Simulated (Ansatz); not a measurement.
Here is the system:

ZnTe (zinc blende) is sheared across one {111} plane, glide cut: the third cell vector gains the shift, so faults repeat every 10.7 Å. The cut lies between planes 0.89 Å apart; the cell height is held.

```yaml
crystal:
  lattice:
    - [4.36928, 0.00000, 0.00000]
    - [2.18464, 3.78391, 0.00000]
    - [0.00000, 0.00000, 10.70251]
  atoms:
    - { symbol: Te, position: [0.66667, 0.66667, 0.04167] }
    - { symbol: Te, position: [0.33333, 0.33333, 0.37500] }
    - { symbol: Te, position: [0.00000, 0.00000, 0.70833] }
    - { symbol: Zn, position: [0.00000, 0.00000, 0.95833] }
    - { symbol: Zn, position: [0.66667, 0.66667, 0.29167] }
    - { symbol: Zn, position: [0.33333, 0.33333, 0.62500] }
```

In-plane vectors a = (4.369, 0.000) Å, b = (2.185, 3.784) Å, area 16.53 Å². The shift is s times the vector a + b (length 7.568 Å), so s = 1 restores the start. Atoms relax along the normal only. γ = [E(shift) − E(0)] / area.

These are PBE (plane waves to 420 eV, PAW, scalar-relativistic; Ansatz, a program for electronic structure) values and carry that method's errors. k mesh 7×7×3 (Γ-centred), Fermi-Dirac smearing 0.05 eV. E is the zero-smearing estimate. Some relaxations began with atoms very close together and may have settled on another branch. As the smearing reaches across the gap at some points, the k mesh leaves noise in γ, roughly 0.02 J/m² as judged from a few cases. Faults lie only 10.7 Å apart, and holding the cell height raises γ above its relaxed value. Spin-orbit coupling is left out, though Te is heavy. ZnTe was relaxed with its symmetry unable to fall. The zero of γ is zero shift.

The scan covers s from 0.000 to 0.917 in 12 points.

**Question.** At which s is γ highest?

**Answer.** s = 0.333.

**Question.** Does γ have a local minimum between the ends of the line, and at which s?

**Answer.** s = 0.667.

**Question.** What is the highest γ among twelve even steps of s?

**Answer.** 3.03 J/m².

**Question.** What is γ at the local minimum s = 0.667, the intrinsic stacking fault?

**Answer.** 0.02 J/m².

**Question.** Which barrier is met on the easier way from s = 0 (or 1) to s = 0.667?

**Answer.** 0.60 J/m².

(The slope of γ gives the shear force per area between the displaced halves; near zero shift its curvature is an elastic stiffness.)
